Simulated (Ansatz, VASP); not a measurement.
## HfO2 in VASP and in Ansatz

File INCAR:

```
ALGO = Normal ; EDIFF = 1E-6
ENCUT = 520 ; GGA = PS
ISIF = 2 ; ISMEAR = 0
LASPH = T ; LCHARG = T
LELF = T ; LREAL = F
LVHAR = T ; LWAVE = F
NBANDS = 31 ; NELM = 80
PREC = Accurate ; SIGMA = 0.01
```

Contents of KPOINTS:

```
k-points
0
Gamma
  4 4 6
```

Contents of POSCAR:

```
HfO2
1.0
    4.8533160686      0.0000000000      0.0000000000
    0.0000000000      4.8533160686      0.0000000000
    0.0000000000      0.0000000000      3.2319072344
Hf O
2 4
Direct
    0.0000000000      0.0000000000      0.0000000000
    0.5000000000      0.5000000000      0.5000000000
    0.1949550000      0.8050450000      0.5000000000
    0.3050450000      0.3050450000      0.0000000000
    0.6949550000      0.6949550000      0.0000000000
    0.8050450000      0.1949550000      0.5000000000
```

Input for Ansatz:

```yaml
crystal:
  lattice:
    - [4.853316068570813, 0.0, 0.0]
    - [0.0, 4.853316068570813, 0.0]
    - [0.0, 0.0, 3.23190723444462]
  atoms:
    - { symbol: Hf, position: [0.0, 0.0, 0.0] }
    - { symbol: Hf, position: [0.5, 0.5, 0.5] }
    - { symbol: O, position: [0.194955, 0.805045, 0.5] }
    - { symbol: O, position: [0.305045, 0.305045, 0.0] }
    - { symbol: O, position: [0.694955, 0.694955, 0.0] }
    - { symbol: O, position: [0.805045, 0.194955, 0.5] }
basis:
  ecutwfc: 470.0
kpoints:
  mp_grid:
    grid: [4, 4, 6]
hamiltonian:
  xc: pbesol
scf:
  occupations:
    method: fixed
output:
  stress: true
```

Measurements of this composition are mostly on another form, of space group No. 14.

Alike in both runs: task single point; functional PBEsol; k mesh 4 × 4 × 6; no spin polarisation.

|  | VASP | Ansatz |
| --- | --- | --- |
| version | VASP 6.6.1 | Ansatz 0.2.0 |
| potentials or method | VASP PAW PBE potentials, release 64 (Hf_pv, O) | plane waves, PAW |
| plane-wave cutoff (eV) | 520 | 470 |
| occupations | gaussian, width 0.01 eV | fixed |
| valence electrons in the cell | 44 | 76 |

Ansatz gave:

* pressure (GPa): -3.7
* largest component of the traceless stress (GPa): 1.05

Task: What did VASP give for the same quantities?

Result: Pressure (GPa): -6.3; largest component of the traceless stress (GPa): 1.49.

The two sets of potentials don't hold the same shells in valence.

Caveats: the PAW data sets were made with another functional, which shifts forces and pressure a little (VASP). A k mesh can miss the band edges.
